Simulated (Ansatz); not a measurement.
# GaN: the cost of one run

Program: Ansatz 0.2.0. Level of theory: DFT PBEsol, scalar-relativistic, plane waves, PAW. These are calculated values, not measurements.

2 further runs of the same task are left out: 2 set aside as unsound or not needed.

## Step 1: Starting point

The structure is cubic, space group F-43m (No. 216). Conventional cell: a = 4.498 Å, b = 4.498 Å, c = 4.498 Å, α = 90.00°, β = 90.00°, γ = 90.00°. Around Ga (site symmetry -43m) lie 4 N at 1.95 Å. N (site symmetry -43m) is surrounded by 4 Ga at 1.95 Å.

Coordinates:

```xyz
2
Lattice="0.0000 2.2491 2.2491 2.2491 0.0000 2.2491 2.2491 2.2491 0.0000" Properties=species:S:1:pos:R:3 pbc="T T T"
Ga    0.0000    0.0000    0.0000
N     3.3737    3.3737    3.3737
```

It goes back to an entry of the Materials Project.

This cell was relaxed beforehand with the same method: volume 11.38 Å³/atom, gap on the mesh 1.70 eV.

## Step 2: The slab

Miller indices refer to the conventional cell of the relaxed bulk, F-43m (No. 216): a = 4.498 Å, b = 4.498 Å, c = 4.498 Å, α = 90.00°, β = 90.00°, γ = 90.00°.

A (111) slab, 5.8 Å thick as cut, with 17 Å of vacuum; its outer planes are Ga (top) and N (bottom).

The slab as cut. Layers, bottom to top:

```csv
plane,atoms per cell,height over the lowest (Å)
1,N,0.00
2,Ga,0.65
3,N,2.60
4,Ga,3.25
5,N,5.19
6,Ga,5.84
```

## Step 3: The clean surface, relaxed

Input file input.yaml:

```yaml
crystal:
  lattice:
    - [3.1807290375, 0.0, 0.0]
    - [-1.5903645187, 2.754592149, 0.0]
    - [0.0, 0.0, 22.8433723639]
  atoms:
    - { symbol: "N", position: [0.0, 0.0, 0.3720991745] }
    - { symbol: Ga, position: [0.3333333333, 0.6666666667, 0.4005215802] }
    - { symbol: "N", position: [0.3333333333, 0.6666666667, 0.4857887972] }
    - { symbol: Ga, position: [0.6666666667, 0.3333333333, 0.5142112028] }
    - { symbol: "N", position: [0.6666666667, 0.3333333333, 0.5994784198] }
    - { symbol: Ga, position: [0.0, 0.0, 0.6279008255] }
basis:
  ecutwfc: 420
kpoints:
  mp_grid: { grid: [9, 9, 1] }
hamiltonian:
  xc: pbesol
scf:
  occupations: { method: gaussian, width: 0.05 }
output:
  forces: true
  eigenvalues: true
  write_density: true
  write_potential: true
  elf: true
  volumetric_format: npy
relax:
  adjacent_minimum: "off"
  f_tol: 0.03
  max_steps: 70
  constraints: [{ sites: [0, 1, 2] }]
efield:
  axis: 3
  dipole_correction: true
  ramp_width: 0.04
```

The run is started by

```bash
> ansatz run input.yaml --threads 1 --pin off --max-ram 2560MiB --backend cpu --events-out ev --progress --plain --runs-dir out
```

**Question.** How long does this run take on 1 thread of Arm Neoverse V1, shared host, and how much memory does it need?

About 55 s, with a peak of 0.41 GiB.
